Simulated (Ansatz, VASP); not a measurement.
# Two plane-wave programs on HfB

```xyz
2
Lattice="0.0000 2.3100 2.3100 2.3100 0.0000 2.3100 2.3100 2.3100 0.0000" Properties=species:S:1:pos:R:3 pbc="T T T"
Hf    2.3100    2.3100    2.3100
B     0.0000    0.0000    0.0000
```

Alike in both runs: task relaxation of cell and atoms; functional BLYP; dispersion D3(BJ); k mesh 10 × 10 × 10; occupations fermi-dirac, width 0.05 eV; no spin polarisation.

```csv
,VASP,Ansatz
version,VASP 6.6.1,Ansatz 0.2.0
potentials or method,"VASP PAW PBE potentials, release 64 (Hf_pv, B)",Ansatz PAW
plane-wave cutoff (eV),600,420
valence electrons in the cell,13,29
```

Ansatz gave:

| Property | Result |
| --- | --- |
| gap on the k mesh at the Fermi level, each at its own relaxed structure (eV) | none |
| relaxed volume (Å³/atom) | 13.75 |
| relaxed cell length with the largest relative difference (Å) | 3.388 |
| energy change over the relaxation (meV/atom) | -95 |

**Question.** Which values does VASP return?

**Answer.** gap on the k mesh at the Fermi level, each at its own relaxed structure (eV): none; relaxed volume (Å³/atom): 13.82; relaxed cell length with the largest relative difference (Å): 3.394; energy change over the relaxation (meV/atom): -106.

A gap of «none» marks a metal or a gap that the smearing closes. The two sets of potentials don't hold the same shells in valence.

Caveats: pairwise dispersion overbinds metals, which lowers pressure and volume; the PAW data sets were made with another functional, which shifts forces and pressure a little (VASP); the plane-wave basis is chosen anew once the cell has moved, so the energies of steps on either side of that aren't comparable (Ansatz); the PAW data sets come from PBE, with cores solved anew for the run's functional, which leaves a small shift of forces and pressure (Ansatz). Spin-orbit coupling is left out, which matters for the levels of Hf. Zero-point motion and thermal expansion aren't in these numbers.
